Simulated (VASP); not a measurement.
# Hg (Im-3m) in VASP: further runs

Runs on Hg. Level: LDA. Tasks: single point.

All numbers are computed with VASP 6.6.1; they aren't measurements. Logs are shortened: lines on timing, memory, paths and dates and some standing lists are left out, and cuts for length are marked.

### 1 The structure

It takes space group Im-3m (No. 229, cubic). Conventional cell: a = 3.554 Å, b = 3.554 Å, c = 3.554 Å, α = 90.00°, β = 90.00°, γ = 90.00°. Around Hg (site symmetry m-3m) lie 8 Hg at 3.08 Å.

### 2 Single point, LDA

Input file INCAR:

```
ALGO = Normal ; EDIFF = 1E-7
ENCUT = 520 ; ISIF = 2
ISMEAR = -1 ; LASPH = T
LCHARG = F ; LREAL = F
LWAVE = F ; NBANDS = 12
NELM = 80 ; PREC = Accurate
SIGMA = 0.1
```

Input file KPOINTS:

```
k-points
0
Gamma
  20 20 20
```

Input file POSCAR:

```
Hg
1.0
   -1.7771531594      1.7771531594      1.7771531594
    1.7771531594     -1.7771531594      1.7771531594
    1.7771531594      1.7771531594     -1.7771531594
Hg
1
Direct
    0.0000000000      0.0000000000      0.0000000000
```

Potentials or basis: VASP PAW LDA potentials, release 64 (Hg).

On the command line:

```console
> cat potpaw_LDA.64/Hg/POTCAR > POTCAR
> mpirun -np 1 vasp_std > vasp.out
```

OUTCAR:

```text
EDIFF = 1E-7
   ENCUT = 520
   ISIF = 2
   ISMEAR = -1
   LASPH = T
   LREAL = F
   NELM = 80
   PREC = Accurate

 ion  position               nearest neighbor table
   1  0.000  0.000  0.000-

  LATTYP: Found a body centered cubic cell.
 ALAT       =     3.5543063188

  Lattice vectors:

 A1 = (  -1.7771531594,   1.7771531594,   1.7771531594)
 A2 = (   1.7771531594,  -1.7771531594,   1.7771531594)
 A3 = (   1.7771531594,   1.7771531594,  -1.7771531594)

Analysis of symmetry for initial positions (statically):
=====================================================================
 Subroutine PRICEL returns:
 Original cell was already a primitive cell.

 Routine SETGRP: Setting up the symmetry group for a
 body centered cubic supercell.

 Subroutine GETGRP returns: Found 48 space group operations
 (whereof 48 operations were pure point group operations)
 out of a pool of 48 trial point group operations.

The static configuration has the point symmetry O_h .

Analysis of symmetry for dynamics (positions and initial velocities):
=====================================================================
 Subroutine PRICEL returns:
 Original cell was already a primitive cell.

 Routine SETGRP: Setting up the symmetry group for a
 body centered cubic supercell.

 Subroutine GETGRP returns: Found 48 space group operations
 (whereof 48 operations were pure point group operations)
 out of a pool of 48 trial point group operations.

The dynamic configuration has the point symmetry O_h .

 Subroutine INISYM returns: Found 48 space group operations
 (whereof 48 operations are pure point group operations),
 and found     1 'primitive' translations

----------------------------------------------------------------------------------------

                                     Primitive cell

  volume of cell :      22.4509

  direct lattice vectors                    reciprocal lattice vectors
    -1.777153159  1.777153159  1.777153159     0.000000000  0.281348851  0.281348851
     1.777153159 -1.777153159  1.777153159     0.281348851  0.000000000  0.281348851
     1.777153159  1.777153159 -1.777153159     0.281348851  0.281348851  0.000000000

  length of vectors
     3.078119565  3.078119565  3.078119565     0.397887361  0.397887361  0.397887361

  position of ions in fractional coordinates (direct lattice)
     0.000000000  0.000000000  0.000000000

  ion indices of the primitive-cell ions
   primitive index   ion index
                 1           1

----------------------------------------------------------------------------------------

 KPOINTS: k-points

Automatic generation of k-mesh.
 Grid dimensions read from file:
 generate k-points for:   20   20   20

 Generating k-lattice:

  Cartesian coordinates                     Fractional coordinates (reciprocal lattice)
     0.000000000  0.014067443  0.014067443     0.050000000  0.000000000  0.000000000
     0.014067443  0.000000000  0.014067443     0.000000000  0.050000000  0.000000000
     0.014067443  0.014067443  0.000000000     0.000000000  0.000000000  0.050000000

  Length of vectors
     0.019894368  0.019894368  0.019894368

  Shift w.r.t. Gamma in fractional coordinates (k-lattice)
     0.000000000  0.000000000  0.000000000

 Subroutine IBZKPT returns following result:
 ===========================================

 Found    256 irreducible k-points:

 Following reciprocal coordinates:
            Coordinates               Weight
  0.000000  0.000000  0.000000      1.000000
  0.050000  0.000000  0.000000     12.000000
  0.100000  0.000000  0.000000     12.000000
  0.150000  0.000000  0.000000     12.000000
  0.200000  0.000000  0.000000     12.000000
  0.250000  0.000000  0.000000     12.000000
[... 16 lines left out ...]
  0.200000  0.100000 -0.000000     48.000000
  0.250000  0.100000 -0.000000     48.000000
 [... further k-points ...]
   k-points           NKPTS =    256   k-points in BZ     NKDIM =    256   number of bands    NBANDS=     12
   number of dos      NEDOS =    301   number of ions     NIONS =      1
   total plane-waves  NPLWV =  13824
   dimension x,y,z NGX =    24 NGY =   24 NGZ =   24
   dimension x,y,z NGXF=    48 NGYF=   48 NGZF=   48
   ions per type =               1
   NGX,Y,Z   is equivalent  to a cutoff of  12.96, 12.96, 12.96 a.u.
   NGXF,Y,Z  is equivalent  to a cutoff of  25.92, 25.92, 25.92 a.u.
 SYSTEM =  unknown system
   PREC   = accura    normal or accurate (medium, high low for compatibility)
   ISTART =      0    job   : 0-new  1-cont  2-samecut
   ICHARG =      2    charge: 1-file 2-atom 10-const
   ISPIN  =      1    spin polarized calculation?
   LNONCOLLINEAR =      F non collinear calculations
   LSORBIT =      F    spin-orbit coupling
   LASPH  =      T    aspherical Exc in radial PAW
   ENCUT  =  520.0 eV  38.22 Ry    6.18 a.u.   5.72  5.72  5.72*2*pi/ulx,y,z
   NELM   =     80;   NELMIN=  2; NELMDL= -5     # of ELM steps
   EDIFF  = 0.1E-06   stopping-criterion for ELM
   LREAL  =      F    real-space projection
   EDIFFG = 0.1E-05   stopping-criterion for IOM
   NSW    =      0    number of steps for IOM
   IBRION =     -1    ionic relax: 0-MD 1-quasi-New 2-CG
   NFREE  =      0    steps in history (QN), initial steepest desc. (CG)
   ISIF   =      2    stress and relaxation
   ISYM   =      2    0-nonsym 1-usesym 2-fastsym
   POTIM  = 0.5000    time-step for ionic-motion
   TEBEG  =    0.0;   TEEND  =   0.0 temperature during run
   PSTRESS=    0.0 pullay stress
   NELECT =      12.0000    total number of electrons
   NUPDOWN=      -1.0000    fix difference up-down
   EMIN   =  10.00;   EMAX   =-10.00  energy-range for DOS
   EFERMI =   0.00;   METHOD = LEGACY
   ISMEAR =    -1;   SIGMA  =   0.10  broadening in eV -4-tet -1-fermi 0-gaus
   EFERMI_NEDOS =   21; number of points for ismear=-14 and -15
   IALGO  =     38    algorithm
   IMIX   =      4    mixing-type and parameters
     AMIX     =   0.40;   BMIX     =  1.00
     AMIX_MAG =   1.60;   BMIX_MAG =  1.00
  volume/ion in A,a.u.               =      22.45       151.51
  Fermi-wavevector in a.u.,A,eV,Ry     =   1.328588  2.510668 24.016278  1.765147
  Thomas-Fermi vector in A             =   2.457814
   LORBIT       =      0    0 simple, 1 ext, 2 COOP (PROOUT), +10 PAW based schemes
   GGA     = CA    functional components
   LHFCALC =     F    Hartree Fock is set to
   AEXX    =    0.0000 exact exchange contribution
   IVDW    =     0    specifies the selected vdW correction
   LEPSILON=     F    determine dielectric tensor
   LRPA    =     F    only Hartree local field effects (RPA)
 non-spin polarized calculation
  energy-cutoff  :      520.00
  volume of cell :       22.45
 maximum number of plane-waves:       620
   NGX = 11   NGY = 11   NGZ = 11

 number of electron      12.0000004 magnetization

 Free energy of the ion-electron system (eV)
  ---------------------------------------------------
  ext. energy  EPLUGINS =         0.00000000
  ---------------------------------------------------
  free energy    TOTEN  =        -0.94635336 eV

  energy without entropy =       -0.93879591  energy(sigma->0) =       -0.94257463

 E-fermi :   2.8509     XC(G=0): -11.4605

 val. band max:        2.8334922072   @ k =  -0.4000   0.4000   0.4000
 cond. band min:       2.8933616482   @ k =   0.4000   0.2000   0.0000
 fundamental gap:      0.0598694409
 Fermi energy:         2.8508842446

 k-point     1 :       0.0000    0.0000    0.0000
  band No.  band energies     occupation
      1      -6.5770      2.00000
      2      -4.3403      2.00000
      3      -4.3403      2.00000
      4      -4.3403      2.00000
      5      -3.3344      2.00000
      6      -3.3344      2.00000
      7      18.2427      0.00000
      8      18.2427      0.00000
      9      18.2427      0.00000
     10      19.8681      0.00000
     11      19.8681      0.00000
     12      19.8681      0.00000

 k-point     2 :       0.0500    0.0000    0.0000
  band No.  band energies     occupation
      1      -6.5059      2.00000
      2      -4.3536      2.00000
      3      -4.3355      2.00000
      4      -4.3044      2.00000
      5      -3.3493      2.00000
      6      -3.3338      2.00000
      7      17.9382      0.00000
      8      18.1896      0.00000
      9      18.2687      0.00000
     10      19.2011      0.00000
     11      19.5468      0.00000
     12      19.5576      0.00000

 k-point     3 :       0.1000    0.0000    0.0000
  band No.  band energies     occupation
      1      -6.2980      2.00000
      2      -4.3921      2.00000
      3      -4.3187      2.00000
      4      -4.1986      2.00000
      5      -3.3880      2.00000
      6      -3.3315      2.00000
      7      16.5505      0.00000
      8      17.7702      0.00000
      9      18.3422      0.00000
     10      18.6200      0.00000
     11      18.7475      0.00000
     12      19.3262      0.00000
[... 286 lines left out ...]
 k-point    23 :       0.2000    0.1000   -0.0000
  band No.  band energies     occupation
      1      -5.1589      2.00000
      2      -4.5573      2.00000
      3      -4.1416      2.00000
      4      -3.5253      2.00000
      5      -3.3266      2.00000
      6      -3.1214      2.00000
      7      10.4615      0.00000
      8      13.3804      0.00000
      9      15.1719      0.00000
     10      18.7367      0.00000
     11      20.3275      0.00000
     12      20.7536      0.00000

 k-point    24 :       0.2500    0.1000   -0.0000
  band No.  band energies     occupation
      1      -5.0772      2.00000
      2      -4.6365      2.00000
      3      -3.7931      2.00000
      4      -3.5090      2.00000
      5      -3.2746      2.00000
      6      -2.5798      2.00000
      7       8.5362      0.00000
      8      12.6680      0.00000
      9      14.4603      0.00000
     10      18.7689      0.00000
     11      20.4748      0.00000
     12      21.2621      0.00000

 [... further k-points ...]
[... 5 lines left out ...]
  --------------------------------------------------------------------------------------
  -------------------------------------------------------------------------------------
  Total        0.1013531      0.1013531      0.1013531     -0.0000000      0.0000000     -0.0000000
  in kB        7.2329120      7.2329120      7.2329120     -0.0000000      0.0000000     -0.0000000
  external PRESSURE =       7.2329120 kB  Pullay stress =       0.0000000 kB

 VOLUME and BASIS-vectors are now :
 -----------------------------------------------------------------------------
  energy-cutoff  :      520.00
  volume of cell :       22.45
      direct lattice vectors                 reciprocal lattice vectors
    -1.777153159  1.777153159  1.777153159     0.000000000  0.281348851  0.281348851
     1.777153159 -1.777153159  1.777153159     0.281348851  0.000000000  0.281348851
     1.777153159  1.777153159 -1.777153159     0.281348851  0.281348851  0.000000000

 POSITION                                       TOTAL-FORCE (eV/Angst)
 -----------------------------------------------------------------------------------
      0.00000      0.00000      0.00000        -0.000000      0.000000      0.000000
 -----------------------------------------------------------------------------------
    total drift:                                0.000000      0.000000      0.000000

  FREE ENERGIE OF THE ION-ELECTRON SYSTEM (eV)
  ---------------------------------------------------
  free  energy   TOTEN  =        -0.9463533575 eV

  energy  without entropy=       -0.9387959089  energy(sigma->0) =       -0.94257463
```

It took 23 s on 1 thread of AMD EPYC 9R45 (Zen 5), shared host; peak memory 0.15 GiB.

What came out:

```yaml
Free_energy: -0.9464 eV
Pressure: 0.7 GPa
Band_gap_on_the_k_mesh: none (metal or under the smearing width)
```

Levels at points of the mesh, in eV from the Fermi level:
```
           k point  band 4  band 5  band 6  band 7  band 8  band 9
(0.00, 0.00, 0.00)   -7.19   -6.19   -6.19   15.39   15.39   15.39
(0.50, 0.00, 0.00)   -6.13   -5.45   -1.55   -1.02    9.81   10.36
(0.50, 0.50, 0.50)   -5.63   -5.63    3.74    3.90    3.90    3.90
```

### 3 Single point, LDA, non-collinear spin, zero start, spin-orbit coupling

Input file INCAR:

```
PREC = Accurate
ENCUT = 520
EDIFF = 1E-6
ISMEAR = -1
SIGMA = 0.1
LREAL = F
LASPH = T
NELM = 150
ALGO = Fast
ISIF = 2
LWAVE = F
LCHARG = F
MAGMOM = 0 0 0
LORBIT = 11
LSORBIT = T
GGA_COMPAT = F
LORBMOM = T
GGA = CA
NBANDS = 23
```

Input file KPOINTS:

```
Automatic mesh
0
Gamma
  12 12 12
```

POSCAR is that of step 2.

Potentials or basis: VASP PAW LDA potentials, release 64 (Hg).

On the command line:

```console
> cat potpaw_LDA.64/Hg/POTCAR > POTCAR
> mpirun -np 1 vasp_ncl > vasp.out
```

Wall time 34 s (1 thread of AMD EPYC 9R45 (Zen 5), shared host); peak memory 0.17 GiB.

The run converged. Its results:

```
Free energy                                           : -1.2148 eV
Pressure                                              : -0.3 GPa
Net moment                                            : 0.00 μB per cell
Valence electrons inside the program's atomic spheres : Hg 10.48
```

Moments on the atoms (μB; x, y, z):
```
Hg  0.00 0.00 0.00
```

[end of part 1 of 2]
